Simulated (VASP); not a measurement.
# BaTiO3 (P4mm) in VASP: settings compared

The runs below take BaTiO3 through relaxation of cell and atoms, with RPBE, PBEsol.

Program: VASP 6.6.1. These are calculated values, not measurements. Logs are shortened: lines on timing, memory, paths and dates and some standing lists are left out, and cuts for length are marked.

## Step 1: The crystal as given

The structure is tetragonal, space group P4mm (No. 99). Conventional cell: a = 4.000 Å, b = 4.000 Å, c = 4.018 Å, α = 90.00°, β = 90.00°, γ = 90.00°. Ba (site symmetry 4mm) has 12 O at 2.79 to 2.88 Å as nearest neighbours. Ti (site symmetry 4mm) is surrounded by 6 O at 1.89 to 2.13 Å. Around O (site symmetry 4mm) lie 2 Ti at 1.89 to 2.13 Å. Around O (site symmetry 2mm) lie 2 Ti at 2.00 Å.

## Step 2: Relaxation of cell and atoms, RPBE

INCAR

```
ALGO = Normal ; EDIFF = 1E-6
EDIFFG = -0.01 ; ENCUT = 600
GGA = RP ; IBRION = 2
ISIF = 3 ; ISMEAR = 0
KPAR = 2 ; LASPH = True
LCHARG = False ; LREAL = False
LWAVE = False ; NELM = 80
NSW = 90 ; PREC = Accurate
SIGMA = 0.03
```

KPOINTS

```
k-points
0
Gamma
  8 8 8
```

POSCAR

```
BaTiO3
1.0
    3.9998000000      0.0000000000      0.0000000000
    0.0000000000      3.9998000000      0.0000000000
    0.0000000000      0.0000000000      4.0180000000
Ba Ti O
1 1 3
Direct
    0.0000000000      0.0000000000      0.0000000000
    0.5000000000      0.5000000000      0.4900000000
    0.5000000000      0.5000000000      0.0190000000
    0.5000000000      0.0000000000      0.5170000000
    0.0000000000      0.5000000000      0.5170000000
```

Potentials or basis: VASP PAW PBE potentials, release 64 (Ba_sv, Ti_sv, O).

On the command line:

```bash
cat potpaw_PBE.64/Ba_sv/POTCAR potpaw_PBE.64/Ti_sv/POTCAR potpaw_PBE.64/O/POTCAR > POTCAR
mpirun -np 2 vasp_std > vasp.out
```

OUTCAR:

```text
EDIFF = 1E-6
   EDIFFG = -0.01
   ENCUT = 600
   GGA = RP
   IBRION = 2
   ISIF = 3
   ISMEAR = 0
   LASPH = True
   LREAL = False
   NELM = 80
   NSW = 90
   PREC = Accurate

 ion  position               nearest neighbor table
   1  0.000  0.000  0.000-   4 2.79   5 2.79   5 2.79   4 2.79   3 2.83   3 2.83   3 2.83   3 2.83
                             4 2.88   5 2.88   5 2.88   4 2.88   2 3.45   2 3.45   2 3.45   2 3.45
   2  0.500  0.500  0.490-   3 1.89   4 2.00   5 2.00   4 2.00   5 2.00   3 2.13   1 3.45   1 3.45
                             1 3.45   1 3.45   1 3.49   1 3.49   1 3.49   1 3.49
   3  0.500  0.500  0.019-   2 1.89   2 2.13   1 2.83   1 2.83   1 2.83   1 2.83
   4  0.500  0.000  0.517-   2 2.00   2 2.00   1 2.79   1 2.79   1 2.88   1 2.88
   5  0.000  0.500  0.517-   2 2.00   2 2.00   1 2.79   1 2.79   1 2.88   1 2.88

  LATTYP: Found a simple tetragonal cell.
 ALAT       =     3.9998000000
 C/A-ratio  =     1.0045502275

  Lattice vectors:

 A1 = (   3.9998000000,   0.0000000000,   0.0000000000)
 A2 = (   0.0000000000,   3.9998000000,   0.0000000000)
 A3 = (   0.0000000000,   0.0000000000,   4.0180000000)

Analysis of symmetry for initial positions (statically):
=====================================================================
 Subroutine PRICEL returns:
 Original cell was already a primitive cell.

 Routine SETGRP: Setting up the symmetry group for a
 simple tetragonal supercell.

 Subroutine GETGRP returns: Found  8 space group operations
 (whereof  8 operations were pure point group operations)
 out of a pool of 16 trial point group operations.

The static configuration has the point symmetry C_4v.

Analysis of symmetry for dynamics (positions and initial velocities):
=====================================================================
 Subroutine PRICEL returns:
 Original cell was already a primitive cell.

 Routine SETGRP: Setting up the symmetry group for a
 simple tetragonal supercell.

 Subroutine GETGRP returns: Found  8 space group operations
 (whereof  8 operations were pure point group operations)
 out of a pool of 16 trial point group operations.

The dynamic configuration has the point symmetry C_4v.

 Subroutine INISYM returns: Found  8 space group operations
 (whereof  8 operations are pure point group operations),
 and found     1 'primitive' translations

----------------------------------------------------------------------------------------

                                     Primitive cell

  volume of cell :      64.2816

  direct lattice vectors                    reciprocal lattice vectors
     3.999800000  0.000000000  0.000000000     0.250012501  0.000000000  0.000000000
     0.000000000  3.999800000  0.000000000     0.000000000  0.250012501  0.000000000
     0.000000000  0.000000000  4.018000000     0.000000000  0.000000000  0.248880040

  length of vectors
     3.999800000  3.999800000  4.018000000     0.250012501  0.250012501  0.248880040

  position of ions in fractional coordinates (direct lattice)
     0.000000000  0.000000000  0.000000000
     0.500000000  0.500000000  0.490000000
     0.500000000  0.500000000  0.019000000
     0.500000000  0.000000000  0.517000000
     0.000000000  0.500000000  0.517000000

  ion indices of the primitive-cell ions
   primitive index   ion index
                 1           1
                 2           2
                 3           3
                 4           4
                 5           5

----------------------------------------------------------------------------------------

 KPOINTS: k-points

Automatic generation of k-mesh.
 Grid dimensions read from file:
 generate k-points for:    8    8    8

 Generating k-lattice:

  Cartesian coordinates                     Fractional coordinates (reciprocal lattice)
     0.031251563  0.000000000  0.000000000     0.125000000  0.000000000  0.000000000
     0.000000000  0.031251563  0.000000000     0.000000000  0.125000000  0.000000000
     0.000000000  0.000000000  0.031110005     0.000000000  0.000000000  0.125000000

  Length of vectors
     0.031251563  0.031251563  0.031110005

  Shift w.r.t. Gamma in fractional coordinates (k-lattice)
     0.000000000  0.000000000  0.000000000

 Subroutine IBZKPT returns following result:
 ===========================================

 Found     75 irreducible k-points:

 Following reciprocal coordinates:
            Coordinates               Weight
  0.000000  0.000000  0.000000      1.000000
  0.125000  0.000000  0.000000      4.000000
  0.250000  0.000000  0.000000      4.000000
  0.375000  0.000000  0.000000      4.000000
  0.500000  0.000000  0.000000      2.000000
  0.125000  0.125000  0.000000      4.000000
[... 16 lines left out ...]
  0.375000  0.125000  0.125000     16.000000
  0.500000  0.125000  0.125000      8.000000
 [... further k-points ...]
   k-points           NKPTS =     75   k-points in BZ     NKDIM =     75   number of bands    NBANDS=     24
   number of dos      NEDOS =    301   number of ions     NIONS =      5
   total plane-waves  NPLWV =  32768
   dimension x,y,z NGX =    32 NGY =   32 NGZ =   32
   dimension x,y,z NGXF=    64 NGYF=   64 NGZF=   64
   ions per type =               1   1   3
   NGX,Y,Z   is equivalent  to a cutoff of  13.30, 13.30, 13.24 a.u.
   NGXF,Y,Z  is equivalent  to a cutoff of  26.60, 26.60, 26.48 a.u.
 SYSTEM =  unknown system
   PREC   = accura    normal or accurate (medium, high low for compatibility)
   ISTART =      0    job   : 0-new  1-cont  2-samecut
   ICHARG =      2    charge: 1-file 2-atom 10-const
   ISPIN  =      1    spin polarized calculation?
   LNONCOLLINEAR =      F non collinear calculations
   LSORBIT =      F    spin-orbit coupling
   LASPH  =      T    aspherical Exc in radial PAW
   ENCUT  =  600.0 eV  44.10 Ry    6.64 a.u.   7.99  7.99  8.02*2*pi/ulx,y,z
   NELM   =     80;   NELMIN=  2; NELMDL= -5     # of ELM steps
   EDIFF  = 0.1E-05   stopping-criterion for ELM
   LREAL  =      F    real-space projection
   EDIFFG = -.1E-01   stopping-criterion for IOM
   NSW    =     90    number of steps for IOM
   IBRION =      2    ionic relax: 0-MD 1-quasi-New 2-CG
   NFREE  =      1    steps in history (QN), initial steepest desc. (CG)
   ISIF   =      3    stress and relaxation
   ISYM   =      2    0-nonsym 1-usesym 2-fastsym
   POTIM  = 0.5000    time-step for ionic-motion
   TEBEG  =    0.0;   TEEND  =   0.0 temperature during run
   PSTRESS=    0.0 pullay stress
   NELECT =      40.0000    total number of electrons
   NUPDOWN=      -1.0000    fix difference up-down
   EMIN   =  10.00;   EMAX   =-10.00  energy-range for DOS
   EFERMI =   0.00;   METHOD = LEGACY
   ISMEAR =     0;   SIGMA  =   0.03  broadening in eV -4-tet -1-fermi 0-gaus
   EFERMI_NEDOS =   21; number of points for ismear=-14 and -15
   IALGO  =     38    algorithm
   IMIX   =      4    mixing-type and parameters
     AMIX     =   0.40;   BMIX     =  1.00
     AMIX_MAG =   1.60;   BMIX_MAG =  1.00
  volume/ion in A,a.u.               =      12.86        86.76
  Fermi-wavevector in a.u.,A,eV,Ry     =   1.397653  2.641181 26.578078  1.953434
  Thomas-Fermi vector in A             =   2.520888
   LORBIT       =      0    0 simple, 1 ext, 2 COOP (PROOUT), +10 PAW based schemes
   GGA     = RP    functional components
   LHFCALC =     F    Hartree Fock is set to
   AEXX    =    0.0000 exact exchange contribution
   IVDW    =     0    specifies the selected vdW correction
   LEPSILON=     F    determine dielectric tensor
   LRPA    =     F    only Hartree local field effects (RPA)
 conjugate gradient relaxation of ions
 non-spin polarized calculation
 Gauss-broadening in eV      SIGMA  =   0.03
  energy-cutoff  :      600.00
  volume of cell :       64.28
 maximum number of plane-waves:      2176
 NGX is ok and might be reduce to    32
   NGX = 15   NGY = 15   NGZ = 17

--------------------------------------- Ionic step        1  -------------------------------------------

 number of electron      39.9999999 magnetization

 Free energy of the ion-electron system (eV)
  ---------------------------------------------------
  ext. energy  EPLUGINS =         0.00000000
  ---------------------------------------------------
  free energy    TOTEN  =       -37.87553264 eV

  energy without entropy =      -37.87553264  energy(sigma->0) =      -37.87553264

------------------------ aborting loop because EDIFF is reached ----------------------------------------

  FORCE on cell =-STRESS in cart. coord.  units (eV):
  Direction    XX          YY          ZZ          XY          YZ          ZX
  --------------------------------------------------------------------------------------
  -------------------------------------------------------------------------------------
  Total        3.2039300      3.2039300      3.5611094      0.0000000     -0.0000000      0.0000000
  in kB       79.8559200     79.8559200     88.7583901      0.0000000     -0.0000000      0.0000000
  external PRESSURE =      82.8234101 kB  Pullay stress =       0.0000000 kB
[... 98 lines left out ...]
  FREE ENERGIE OF THE ION-ELECTRON SYSTEM (eV)
  ---------------------------------------------------
  free  energy   TOTEN  =       -37.9644589192 eV

  energy  without entropy=      -37.9644589192  energy(sigma->0) =      -37.96445892

[... ionic steps 4 to 41 ...]

--------------------------------------- Ionic step       42  -------------------------------------------

 number of electron      39.9999988 magnetization

------------------------ aborting loop because EDIFF is reached ----------------------------------------

  FORCE on cell =-STRESS in cart. coord.  units (eV):
  Direction    XX          YY          ZZ          XY          YZ          ZX
  --------------------------------------------------------------------------------------
  -------------------------------------------------------------------------------------
  Total        0.0024361      0.0024361      0.0737650      0.0000000      0.0000000      0.0000000
  in kB        0.0548456      0.0548456      1.6607414      0.0000000      0.0000000      0.0000000
  external PRESSURE =       0.5901442 kB  Pullay stress =       0.0000000 kB
[... 63 lines left out ...]
  energy  without entropy=      -38.0493939545  energy(sigma->0) =      -38.04939395

--------------------------------------- Ionic step       44  -------------------------------------------

 number of electron      39.9999988 magnetization

 Free energy of the ion-electron system (eV)
  ---------------------------------------------------
  ext. energy  EPLUGINS =         0.00000000
  ---------------------------------------------------
  free energy    TOTEN  =       -38.04939821 eV

  energy without entropy =      -38.04939821  energy(sigma->0) =      -38.04939821

 E-fermi :   3.8519     XC(G=0): -10.4211

 val. band max:        3.5945956406   @ k =   0.5000   0.5000   0.5000
 cond. band min:       5.3829954088   @ k =   0.0000   0.0000   0.0000
 fundamental gap:      1.7883997682
 Fermi energy:         3.8518660049

 k-point     1 :       0.0000    0.0000    0.0000
  band No.  band energies     occupation
      1     -53.3682      2.00000
      2     -29.6815      2.00000
      3     -29.4685      2.00000
      4     -29.4685      2.00000
      5     -22.0721      2.00000
      6     -13.5398      2.00000
[... 637 lines left out ...]
     23       6.9684      0.00000
     24       7.8507      0.00000

 [... further k-points ...]
[... 5 lines left out ...]
  --------------------------------------------------------------------------------------
  -------------------------------------------------------------------------------------
  Total       -0.0336338     -0.0336338      0.0212934      0.0000000     -0.0000000      0.0000000
  in kB       -0.7562378     -0.7562378      0.4787716      0.0000000     -0.0000000      0.0000000
  external PRESSURE =      -0.3445680 kB  Pullay stress =       0.0000000 kB
[... 20 lines left out ...]
  FREE ENERGIE OF THE ION-ELECTRON SYSTEM (eV)
  ---------------------------------------------------
  free  energy   TOTEN  =       -38.0493982063 eV

  energy  without entropy=      -38.0493982063  energy(sigma->0) =      -38.04939821

 reached required accuracy - stopping structural energy minimisation
```

Wall time 11 min (2 MPI ranks of Intel Xeon Platinum 8488C (Sapphire Rapids), shared host); peak memory 0.3 GiB.

What came out:

* Free energy: -38.0494 eV
* Relaxed volume: 14.25 Å³/atom
* Relaxed cell: a = 4.000 Å, b = 4.000 Å, c = 4.454 Å, α = 90.00°, β = 90.00°, γ = 90.00°
* Space group after relaxing (to 0.05 Å): P4mm (No. 99)
* Energy gained by relaxing: 34.8 meV/atom
* Ionic steps: 44
* Pressure after relaxing: 0.0 GPa
* Largest force after relaxing: 0.007 eV/Å
* Band gap on the k mesh: 1.79 eV, indirect (least direct gap 2.46 eV)

Forces on the atoms (eV/Å):
```
Ba   0.000  0.000  0.004
Ti   0.000  0.000 -0.007
O    0.000  0.000  0.000
O    0.000  0.000  0.002
O    0.000  0.000  0.002
```

Stress tensor (GPa, compression positive):
```
-0.08  0.00  0.00
 0.00 -0.08  0.00
 0.00  0.00  0.05
```

Step by step:
```csv
step,energy change (eV),largest force (eV/Å),pressure (GPa),volume (Å³)
1,0.0000,0.2724,8.28,64.28
3,-0.0889,0.5338,-0.30,67.84
5,-0.1230,0.1590,0.76,68.40
7,-0.1447,0.4094,-0.23,70.19
9,-0.1572,0.1986,-0.95,70.38
11,-0.1622,0.1760,0.65,69.70
13,-0.1692,0.2429,0.41,70.27
15,-0.1710,0.1119,-0.35,70.65
17,-0.1722,0.0722,0.16,70.50
19,-0.1727,0.0740,0.27,70.67
21,-0.1732,0.0549,-0.12,71.02
23,-0.1734,0.0589,-0.10,70.97
25,-0.1735,0.0197,0.10,70.90
27,-0.1736,0.0172,0.13,70.92
29,-0.1736,0.0341,0.02,71.00
31,-0.1736,0.0238,0.05,70.97
33,-0.1737,0.0249,0.00,71.04
35,-0.1737,0.0403,-0.13,71.09
37,-0.1737,0.0289,-0.09,71.05
39,-0.1738,0.0226,0.02,71.08
41,-0.1738,0.0139,0.05,71.13
43,-0.1739,0.0115,-0.02,71.22
44,-0.1739,0.0074,-0.03,71.26
```

Final structure:
```xyz
5
Lattice="3.9998 0.0000 0.0000 0.0000 3.9998 0.0000 0.0000 0.0000 4.4540" Properties=species:S:1:pos:R:3 pbc="T T T"
Ba    0.0000    0.0000    4.3396
Ti    1.9999    1.9999    2.0552
O     1.9999    1.9999    0.2608
O     1.9999    0.0000    2.3355
O     0.0000    1.9999    2.3355
```

Caveat: the PAW data sets were made with another functional, which shifts forces and pressure a little; spin-orbit coupling is left out, which moves the levels of the heavy elements; the volume moved by +11 % from the deposited cell, more than functionals usually miss. A k mesh can miss the band edges.

## Step 3: Relaxation of cell and atoms, RPBE

This run uses another cell than the first one, of 14.25 Å³/atom, 1.109 times its volume.

INCAR, as its differences from that of step 2:

```diff
@@ -1,3 +1,3 @@
-ALGO = Normal ; EDIFF = 1E-6
-EDIFFG = -0.01 ; ENCUT = 600
+ALGO = Normal ; EDIFF = 1E-7
+EDIFFG = -0.005 ; ENCUT = 600
 GGA = RP ; IBRION = 2
```

KPOINTS is that of step 2.

POSCAR

```
BaTiO3                                  
1.0
    3.9997884911      0.0000000000      0.0000000000
    0.0000000000      3.9997884911      0.0000000000
    0.0000000000     -0.0000000000      4.4540386562
  Ba              Ti              O             
     1     1     3
Direct
     0.0000000000000000    0.0000000000000000    0.9742976468906119
     0.5000000000000000    0.5000000000000000    0.4614262418594240
     0.5000000000000000    0.5000000000000000    0.0585582044736633
     0.5000000000000000    0.0000000000000000    0.5243589533881539
     0.0000000000000000    0.5000000000000000    0.5243589533881539
```

Potentials or basis: VASP PAW PBE potentials, release 64 (Ba_sv, Ti_sv, O).

On the command line:

```bash
cat potpaw_PBE.64/Ba_sv/POTCAR potpaw_PBE.64/Ti_sv/POTCAR potpaw_PBE.64/O/POTCAR > POTCAR
mpirun -np 2 vasp_std > vasp.out
```

It took 3 min on 2 MPI ranks of Intel Xeon Platinum 8488C (Sapphire Rapids), shared host; peak memory 0.3 GiB.

It converged, with:

```yaml
Free_energy: -38.0620 eV
Relaxed_volume: 14.23 Å³/atom
Relaxed_cell: a = 3.998 Å, b = 3.998 Å, c = 4.453 Å, α = 90.00°, β = 90.00°, γ = 90.00°
Space_group_after_relaxing_to_0.05_Å: P4mm (No. 99)
Energy_gained_by_relaxing: 0.0 meV/atom
Ionic_steps: 7
Pressure_after_relaxing: 0.0 GPa
Largest_force_after_relaxing: 0.004 eV/Å
Band_gap_on_the_k_mesh: 1.79 eV, indirect (least direct gap 2.47 eV)
```

Forces on the atoms (eV/Å):
```
Ba   0.000  0.000  0.004
Ti   0.000  0.000 -0.001
O    0.000  0.000 -0.001
O    0.000  0.000 -0.001
O    0.000  0.000 -0.001
```

Final structure:
```
Ba Ti O
1.0
     3.99780    0.00000    0.00000
     0.00000    3.99780    0.00000
     0.00000    0.00000    4.45253
Ba Ti O
1 1 3
Direct
  0.00000 0.00000 0.97444
  0.50000 0.50000 0.46139
  0.50000 0.50000 0.05838
  0.50000 0.00000 0.52440
  0.00000 0.50000 0.52440
```

Levels at points of the mesh, in eV from the valence-band top:
| k point | band 18 | band 19 | band 20 | band 21 | band 22 | band 23 |
| --- | --- | --- | --- | --- | --- | --- |
| (0.00, 0.00, 0.00) | -1.48 | -0.68 | -0.68 | 1.79 | 2.72 | 2.72 |
| (0.50, 0.00, 0.00) | -1.94 | -1.81 | -1.72 | 2.72 | 3.24 | 3.37 |
| (0.50, 0.50, 0.00) | -1.26 | -1.26 | -0.04 | 3.42 | 3.42 | 3.46 |
| (0.00, 0.00, 0.50) | -1.96 | -0.75 | -0.75 | 1.87 | 3.29 | 3.29 |
| (0.50, 0.00, 0.50) | -1.45 | -1.26 | -0.82 | 3.29 | 3.31 | 3.39 |
| (0.50, 0.50, 0.50) | -0.82 | -0.82 | 0.00 | 3.62 | 3.62 | 3.82 |

Caveat: the PAW data sets were made with another functional, which shifts forces and pressure a little; spin-orbit coupling is left out, which moves the levels of the heavy elements.

(Part 1 of 2 ends here.)
